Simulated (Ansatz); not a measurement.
# CuO (Tenorite): the cost of one run

Method: DFT PBE, scalar-relativistic, plane waves, PAW, in Ansatz 0.2.0.

**1. The structure to begin with**

Symmetry: C2/c, No. 15, monoclinic system. Conventional cell: a = 4.684 Å, b = 3.423 Å, c = 5.129 Å, α = 90.00°, β = 99.54°, γ = 90.00°. Cu (site symmetry -1) has 4 O at 1.95 to 1.96 Å as nearest neighbours. O (site symmetry 2) has 4 Cu at 1.95 to 1.96 Å as nearest neighbours.

Structure file:

```xyz
4
Lattice="2.3418 -1.7113 0.0000 2.3418 1.7113 0.0000 -0.8500 0.0000 5.0579" Properties=species:S:1:pos:R:3 pbc="T T T"
Cu    1.1709    0.8557    0.0000
Cu    0.7459   -0.8557    2.5289
O     2.1293   -0.2793    1.2645
O     1.7043    0.2793    3.7934
```

The moments start at Cu 1.00 μB.

**2. First run, at the start cell**

input.yaml

```yaml
crystal:
  lattice:
    - [2.34185, -1.7113, 0.0]
    - [2.34185, 1.7113, 0.0]
    - [-0.8500274268, 0.0, 5.0578693947]
  atoms:
    - { symbol: Cu, position: [0.0, 0.5, 0.0], spin: 1.0 }
    - { symbol: Cu, position: [0.5, 0.0, 0.5], spin: 1.0 }
    - { symbol: O, position: [0.5816, 0.4184, 0.25] }
    - { symbol: O, position: [0.4184, 0.5816, 0.75] }
basis:
  ecutwfc: 420
  ecutrho_ratio: 4
kpoints:
  mp_grid: { grid: [12, 12, 8] }
hamiltonian:
  xc: pbe
scf:
  occupations: { method: gaussian, width: 0.05 }
output:
  forces: true
  stress: true
  eigenvalues: true
  populations: true
magnetization:
  spin_polarized: true
relax:
  f_tol: 0.01
  max_steps: 60
  cell: { stress_tol: 0.04 }
```

On the command line:

```
ansatz run input.yaml --threads 4 --pin off --max-ram 10240MiB --backend cpu --events-out ev --progress --plain --runs-dir out
```

Q: Estimate wall time and peak memory on 4 threads of Arm Neoverse V2, shared host.

About 4.3 min, with a peak of 0.87 GiB.
